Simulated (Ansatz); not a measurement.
The cell comes from COD entry 9008559, which wasn't checked; take it as a given geometry.

Zr: DFT, PBE, all-electron LAPW, scalar-relativistic (Ansatz 0.2.0).

Command: `ansatz run input.yaml --threads 1 --pin off --max-ram 3072MiB --backend cpu --events-out ev --progress --plain --runs-dir out` The run took 8 s on 1 thread of Arm Neoverse V2, with other jobs on the host, peak memory 0.28 GiB.

```yaml
crystal:
  lattice:
    - [-1.81, 1.81, 1.81]
    - [1.81, -1.81, 1.81]
    - [1.81, 1.81, -1.81]
  atoms:
    - { symbol: Zr, position: [0.0, 0.0, 0.0] }
kpoints:
  mp_grid: { grid: [14, 14, 14] }
  band_path:
    path:
      - [0.0, 0.0, 0.0]
      - [0.5, -0.5, 0.5]
      - [0.0, 0.0, 0.5]
      - [0.0, 0.0, 0.0]
      - [0.25, 0.25, 0.25]
      - [0.5, -0.5, 0.5]
      - [0.25, 0.25, 0.25]
      - [0.0, 0.0, 0.5]
    npoints: 14
scf:
  occupations: { method: fermi_dirac, width: 0.08 }
hamiltonian:
  xc: pbe
  pseudopotentials: { kind: all_electron, lapw: { basis_error: 0.0005 } }
output:
  forces: true
  stress: true
  eigenvalues: true
  populations: true
  dos: { projected: true, de: 0.2, e_range: [-14, 8] }
```

Output:

```
Zr: projections on atomic orbitals take those of the free atom 1s2 2s2 2p6 3s2 3p6 3d10 4s2 4p6 4d2 5s2, of charge +0.00 (hamiltonian.pseudopotentials.projection_atoms)
LAPW: plane waves up to 7.095 Å⁻¹, error target 5.0e-4 eV per atom; small_component_spin mean_spin; Zr in spheres of 1.568 Å, 28 of its electrons in bands, Dirac shells []
Engine: ansatz 0.2.0
Pseudopotentials: kind: all_electron
Pseudopotential: Zr, LAPW, valence charge 28, Koelling and Harmon's equation, gaussian nucleus
Functional definition: PBE
  parameter kappa = 0.804
  parameter beta = 0.06672455060314922
  exchange = pbe_x(kappa = kappa, mu = beta*pi^2/3)
  correlation = pbe_c(beta = beta)
Crystal: 1 atoms, lattice volume = 23.719 Å³
Basis set: ecut = 191.7913578049075 eV, 141 PW (Γ), exchange–correlation at level 2
Bands: 18, of which v1, the nominal top of the filled ones, is band 14 counted from 1 (13 counted from 0)
Symmetry: 48 space group operations
Space group: Im-3m (ITA 229), of the structure as read, at distance tolerance 2.9e-5 Å
k-points: 104 of 2744
Non-local potential: Zr, projectors of the file, none
Initial density: superposition of atomic densities (chi_scale 0.1, normalization cell)
Initial wavefunctions: plane waves of lowest kinetic energy (no species holds an atomic orbital)
Functional: x = pbe(κ = 0.804, μ = 0.2195149727645171), c = pbe(β = 0.06672455060314922)
iter 1 solved again at ethr=1.49e-4 eV; its pass at ethr=1.00e-1 eV (dr2=4.17e-2 eV) is discarded
SCF iter   1: F=—  HF=-97927.106062 eV  |F-HF|=—  |Δ(HF+E_count)|=         —  Δρ=1.40e-2  dr2=4.23e-2  ethr=1.49e-4  ⟨swp⟩=3.0  Hψ=12082  notcnv=0
preconditioner: auto → Kerker (q_TF=auto, 2.805 Å⁻¹)  [metal: Δε(μ)=0.034 eV  Ē_g=4.980 eV  σ=0.080 eV  W_gap=0.10  n_scr=12 (ndim 8)  ℏωp=15.2 eV  f_vac=0.000  D(μ)=1.90/eV (n_scr^D=18)]
SCF iter   2: F=—  HF=-97927.040952 eV  |F-HF|=—  |Δ(HF+E_count)|=   6.51e-2  Δρ=7.17e-3  dr2=1.28e-2  ethr=1.49e-4  ⟨swp⟩=2.0  Hψ=5636  notcnv=0
SCF iter   3: F=—  HF=-97927.038568 eV  |F-HF|=—  |Δ(HF+E_count)|=   2.38e-3  Δρ=4.07e-3  dr2=4.81e-3  ethr=4.59e-5  ⟨swp⟩=2.0  Hψ=5573  notcnv=0
SCF iter   4: F=—  HF=-97927.038871 eV  |F-HF|=—  |Δ(HF+E_count)|=         —  Δρ=1.53e-3  dr2=8.13e-4  ethr=1.72e-5  ⟨swp⟩=2.0  Hψ=5530  notcnv=0
the basis was enlarged: its passes take 170.6 KiB over the memory plan, 1 of 1 planned eigensolver slots
iter 5 solved again at ethr=1.46e-7 eV; its pass at ethr=2.90e-6 eV (dr2=4.08e-5 eV) is discarded
SCF iter   5: F=—  HF=-97927.038928 eV  |F-HF|=—  |Δ(HF+E_count)|=   5.72e-5  Δρ=4.00e-4  dr2=4.08e-5  ethr=1.46e-7  ⟨swp⟩=2.0  Hψ=9374  notcnv=0
SCF iter   6: F=—  HF=-97927.038928 eV  |F-HF|=—  |Δ(HF+E_count)|=   1.60e-7  Δρ=1.04e-4  dr2=2.09e-6  ethr=1.46e-7  ⟨swp⟩=2.0  Hψ=5571  notcnv=0
SCF iter   7: F=-97927.038928 eV  HF=-97927.038928 eV  |F-HF|=7.57e-10  |Δ(HF+E_count)|=   1.08e-7  Δρ=1.04e-5  dr2=1.64e-8  ethr=7.45e-9  ⟨swp⟩=2.0  Hψ=5571  notcnv=0
SCF 1 converged in 7 iterations: F = -97927.038928 eV  dr2 = 1.64e-8
NSCF: frozen V_eff on 99 k-points
SCF converged after 7 iterations
Free energy (F): -97927.038928 eV
Harris-Foulkes:  -97927.038928 eV  (|F-HF|=7.57e-10)
Internal energy: -97926.997921 eV  (E = F + TS)
E sigma→0 (E₀):  -97927.018424 eV
Entropy (-TS):   -0.041007 eV (-41.007 meV/atom)
Fermi energy:    15.157710 eV
--- Per-component energies (eV) ---
  E_band       = -3389.231326
  E_kinetic    = 101148.017407
  E_xc         = -3110.713726
  E_electrostatic = -195964.301602  (all electrons and nuclei)
  E_smearing   = -0.041007  (= −TS)
  E_closure    = 0.000000  (closes the sum)
  E_atoms      = -97919.811540  (free atoms, spherical and without spin; not in F)
  Σ components = -97927.038928   (vs F -97927.038928, Δ=0.00e0)
  Basis errors (estimates in eV, not in F): energy 8.6e-5 per atom: plane waves 7.5e-5 (3.9e-5 summed), levels above the bands 6.3e-42, relativity 3.7e-8, radial functions 1.1e-5, core shells 2.3e-8; eigenvalues (radial functions only) 4.7e-7; not estimated: angular momenta, meshes, grids; target (lapw.basis_error) 5.0e-4; muffin-tin radii Zr 1.568 Å
--- Forces (eV/Å), atoms counted from 1 ---
  atom   1  Zr     0.00000000    -0.00000000     0.00000000
  max |Σ_I F_I| component: 2.92e-31 eV/Å
--- Stress (GPa, compression-positive) ---
       -3.021691       0.000000      -0.000000
        0.000000      -3.021691      -0.000000
       -0.000000      -0.000000      -3.021691
  P = ⅓ Tr σ = -3.0217 GPa (-30.217 kbar)
--- Band table (eV; the first three rows and the last of 104) ---
  k-point 0: bands = ["-296.1512", "-296.1512", "-296.1512", "-153.3065", "-153.3065", "-153.3038", "-153.3038", "-153.3038", "-33.3621", "-10.9067", "-10.9067", "-10.9067", "9.8278", "16.2697", "16.2697", "16.2697", "18.6899", "18.6899"]
  k-point 1: bands = ["-296.1512", "-296.1512", "-296.1512", "-153.3065", "-153.3065", "-153.3038", "-153.3038", "-153.3038", "-33.3552", "-10.9548", "-10.9215", "-10.9070", "9.9978", "16.1571", "16.2318", "16.4335", "18.5189", "18.6891"]
  k-point 2: bands = ["-296.1512", "-296.1512", "-296.1512", "-153.3065", "-153.3065", "-153.3038", "-153.3038", "-153.3038", "-33.3360", "-11.0877", "-10.9626", "-10.9079", "10.4785", "15.8624", "16.0599", "16.9160", "18.2401", "18.7018"]
  k-point 103: bands = ["-296.1512", "-296.1512", "-296.1512", "-153.3065", "-153.3065", "-153.3038", "-153.3038", "-153.3038", "-33.1218", "-11.5338", "-11.5338", "-11.5338", "12.7029", "12.7029", "20.6694", "20.6694", "20.6694", "22.4169"]
--- Löwdin populations: 1 site ---
  site symbol       q [e]
     0     Zr     39.9402
  spilling = 0.001494 (of n_electrons = 40.000000)
```

populations.tsv:

```
# site	symbol	l	j	q
# orbitals = lowdin
# n_electrons = 40.000000
# spilling = 0.001494
# projection_atom_Zr: 1s2 2s2 2p6 3s2 3p6 3d10 4s2 4p6 4d2 5s2
0	Zr	0_1S	-	1.999997
0	Zr	0_2S	-	1.999868
0	Zr	0_3S	-	1.997593
0	Zr	0_4S	-	1.954714
0	Zr	0_5S	-	0.788698
0	Zr	1_2P	-	5.999999
0	Zr	1_3P	-	5.999886
0	Zr	1_4P	-	5.973323
0	Zr	2_3D	-	9.999977
0	Zr	2_4D	-	3.226191
```
